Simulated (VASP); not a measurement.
**WC (Qusongite): single point with PBE**

The system is WC (Qusongite).

```
CELL_PARAMETERS angstrom
2.90650 0.00000 0.00000
-1.45325 2.51710 0.00000
0.00000 0.00000 2.83660
ATOMIC_POSITIONS crystal
W 0.00000 0.00000 0.00000
C 0.66667 0.33333 0.50000
```

```
Program                : VASP 6.6.1
Task                   : single point
Functional             : PBE
Potentials or basis    : VASP PAW PBE potentials, release 64 (W_sv, C)
Cutoff                 : 520 eV
k mesh                 : 10 × 10 × 9
Occupations            : gaussian, width 0.011 eV
Spin                   : no spin polarisation
Further INCAR settings : ALGO = Normal; EDIFF = 1e-06
```

| Property | Result |
| --- | --- |
| Pressure | 6.7 GPa |
| Band gap on the k mesh | none (metal or under the smearing width) |

Stress tensor (GPa, compression positive):
```
6.94 0.00 0.00
0.00 6.94 0.00
0.00 0.00 6.30
```

Levels at points of the mesh, in eV from the Fermi level:
| k point | band 6 | band 7 | band 8 | band 9 | band 10 | band 11 | band 12 | band 13 |
| --- | --- | --- | --- | --- | --- | --- | --- | --- |
| (0.00, 0.00, 0.00) | -4.33 | -3.35 | -3.35 | 0.06 | 3.22 | 3.22 | 5.61 | 5.61 |
| (0.50, 0.00, 0.00) | -7.05 | -3.63 | -3.58 | -0.49 | 2.33 | 4.52 | 4.87 | 6.84 |

Wall time 6.4 s on 1 thread of Intel(R) Xeon(R) 6975P-C (Granite Rapids), on a shared host, peak memory 0.15 GiB.

The run has no spin-orbit coupling, so splittings on W are missing.
